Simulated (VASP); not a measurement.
# KBr, energy along a vibration (SMASS = -2): which settings are enough?

KBr, Fm-3m (no. 225), atoms displaced along the mode, 2 atoms in the cell. PBEsol, energy along a line of displacements; PAW potentials Br, K_sv (PBE set). VASP 6.6.1.

Wanted: harmonic frequency within 1 %.

Space group without the displacement: Fm-3m (no. 225); Mode: optical mode at Gamma along [111].

POSCAR:
```
KBr
1.0
    0.0000000000      3.3000000000      3.3000000000
    3.3000000000      0.0000000000      3.3000000000
    3.3000000000      3.3000000000      0.0000000000
Br K
1 1
Direct
    0.4977007407      0.4977007407      0.4977007407
    0.0046989258      0.0046989258      0.0046989258

    0.0037937778   0.0037937778   0.0037937778
   -0.0077532276  -0.0077532276  -0.0077532276
```

The series start from k mesh: 4 × 4 × 4; Cutoff (eV): 340; Step along the mode (Å): 0.02; Precision and projection: Accurate, reciprocal space. Each series keeps the choices made before it, and each single choice may use up half of a tolerance.

## k mesh

| k mesh | Harmonic frequency (THz) | Time (s) |
|---|---|---|
| 2 × 2 × 2 | 2.977 | 30 |
| 3 × 3 × 3 | 3.185 | 33 |
| 4 × 4 × 4 | 3.199 | 71 |
| 5 × 5 × 5 | 3.2 | 107 |
| 6 × 6 × 6 (reference) | 3.2 | 198 |

Chosen: 3 × 3 × 3, the loosest value from which every tighter one stays within half of the tolerance.

## Cutoff (eV)

| Cutoff (eV) | Harmonic frequency (THz) | Time (s) |
|---|---|---|
| 190 | 3.079 | 31 |
| 230 | 3.186 | 32 |
| 260 | 3.19 | 45 |
| 300 | 3.186 | 53 |
| 340 | 3.185 | 33 |
| 390 (reference) | 3.188 | 55 |

Chosen: 230.

## Precision and projection

| Precision and projection | Harmonic frequency (THz) | Time (s) |
|---|---|---|
| Accurate, reciprocal space | 3.186 | 32 |
| Normal, reciprocal space | 3.215 | 22 |
| Normal, Auto | 3.154 | 23 |

Chosen: Accurate, reciprocal space; no other choice that stays within half of the tolerance saves 30 % of the time.

## All choices together

| Input | Harmonic frequency (THz) | Time (s) |
|---|---|---|
| defaults on a coarse mesh (naive) | 3.263 | 6.5 |
| chosen settings | 3.186 | 32 |
| reference settings throughout | 3.208 | 206 |

The tolerance is met.

## The input

INCAR:
```
ALGO     = Normal         # electronic algorithm
EDIFF    = 1E-7           # SCF threshold, eV
ENCUT    = 230            # plane-wave cutoff, eV
GGA      = PS             # functional
IBRION   = 0              # ionic algorithm
ISMEAR   = 0              # smearing method
ISYM     = 0            
IWAVPR   = 11           
KPAR     = 2            
LASPH    = True           # aspherical terms in the spheres
LCHARG   = False          # write CHGCAR
LREAL    = False          # projectors in reciprocal space
LWAVE    = False          # write WAVECAR
NELMIN   = 4            
NSW      = 9              # ionic steps
POTIM    = 1              # step
PREC     = Accurate       # precision mode
SIGMA    = 0.03           # smearing width, eV
SMASS    = -2            
```

KPOINTS:
```
Automatic mesh
0
Gamma
  3 3 3
  0 0 0
```

Commands:
```
cat potpaw_PBE.64/Br/POTCAR potpaw_PBE.64/K_sv/POTCAR > POTCAR
mpirun -np 2 vasp_std > vasp.out
```

The chosen input took VASP 6.6.1 32 s on 2 cores (AMD EPYC 7R43 (Zen 3)), a shared host.
